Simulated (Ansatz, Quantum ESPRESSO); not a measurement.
# ZnS (111), zinc blende: biaxial strain and the free axis

A thin film takes the in-plane lattice of its substrate and is free along the normal. How do the free axis and the stress follow the misfit? The strained cell has c along the film normal; unstrained it is a = 3.7847 Å, b = 3.7847 Å, c = 9.2705 Å, α = 90.00°, β = 90.00°, γ = 120.00°, with 6 atoms.

Calculated with Quantum ESPRESSO 7.5, PBEsol, GBRV 1.5 ultrasoft potentials, cutoff 680 eV, Fermi–Dirac smearing 0.02 eV, k-mesh 8×8×3, no spin polarisation, no spin-orbit coupling.

Relaxed positions at 0 %:

```csv
atom,x,y,z
Zn,0.0000,0.0000,0.0000
Zn,0.3333,0.6667,0.3333
Zn,0.6667,0.3333,0.6667
S,0.0000,0.0000,0.7500
S,0.3333,0.6667,0.0833
S,0.6667,0.3333,0.4167
```

```csv
ε∥ (%),a (Å),c (Å),ε⊥ (%),"σ (GPa, tension positive)"
−3,3.6711,9.4594,2.037,−5.15
−2,3.7090,9.3944,1.336,−3.35
−1,3.7468,9.3304,0.646,−1.63
0,3.7847,9.2688,−0.019,0.01
2,3.8604,9.1502,−1.298,3.05
3,3.8982,9.0943,−1.901,4.43
```

**Question.** Fit both responses and give the free strain and the stress at +1 %, a row left out above.

Least squares with y = y0 + y1 ε + y2 ε² (ε in %) gives ε⊥ = −0.020 + (−0.6570) ε + (0.0098) ε² and σ = 0.01 + (1.598) ε + (−0.041) ε² GPa. The linear terms put the ratio of free to applied strain at −0.657 and the biaxial modulus at 160 GPa.

At +1 % the free strain comes out as −0.667 %. The run itself gives −0.669 %, so the estimate misses by 0.002 %; the fitted rows themselves lie up to 0.003 % off the law.

The stress comes out as 1.57 GPa. The run itself gives 1.57 GPa, so the estimate misses by 0.00 GPa, a rounding's worth.

The negative ε² term means that the crystal stiffens in compression and softens in tension.

The same fit over all rows at other levels or in other programs gives the strain ratio = −0.646 with PBEsol (Ansatz).

[Logs are printed without paths, hosts, clocks, repeated set-up lines and the standing remarks that a program may print on its own settings, such as how far it seeks lower states.]
